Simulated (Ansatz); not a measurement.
The system is ScAl3.

```xyz
4
Lattice="4.0878 0.0000 0.0000 0.0000 4.0878 0.0000 0.0000 0.0000 4.0878" Properties=species:S:1:pos:R:3 pbc="T T T"
Sc    0.0000    0.0000    0.0000
Al    2.0439    2.0439    0.0000
Al    0.0000    2.0439    2.0439
Al    2.0439    0.0000    2.0439
```

The cell is a database's computed one.

```yaml
Program: Ansatz 0.2.0
Task: relaxation of cell and atoms
Functional: PBE
Dispersion: D3(BJ)
Potentials_or_basis: Ansatz PAW
Cutoff: "420 eV (not typed: the program's choice for these potentials)"
k_mesh: 7 × 7 × 7
Occupations: fermi-dirac, width 0.05 eV
Spin: no spin polarisation
```

At the start: volume 17.08 Å³/atom.

Q: Where does the relaxation end?

A: It ends after 5 steps and the volume is 16.59 Å³/atom (-2.8 %); space group Pm-3m (No. 221, to 0.05 Å).

The path:
| step | energy change (eV) | largest force (eV/Å) | volume (Å³) |
| --- | --- | --- | --- |
| 1 | 0.0000 | 0.0000 | 68.31 |
| 2 | -0.0084 | 0.0000 | 64.99 |
| 3 | -0.0167 | 0.0000 | 66.44 |
| 4 | -0.0167 | 0.0000 | 66.38 |
| 5 | -0.0160 | 0.0000 | 66.38 |

Final structure:
```yaml
crystal:
  lattice:
    - [4.04891, 0.00000, 0.00000]
    - [0.00000, 4.04891, 0.00000]
    - [0.00000, 0.00000, 4.04891]
  atoms:
    - { symbol: Sc, position: [0.00000, 0.00000, 0.00000] }
    - { symbol: Al, position: [0.50000, 0.50000, 0.00000] }
    - { symbol: Al, position: [0.00000, 0.50000, 0.50000] }
    - { symbol: Al, position: [0.50000, 0.00000, 0.50000] }
```

Caveat: the plane-wave basis is chosen anew once the cell has moved, so the energies of steps on either side of that aren't comparable.
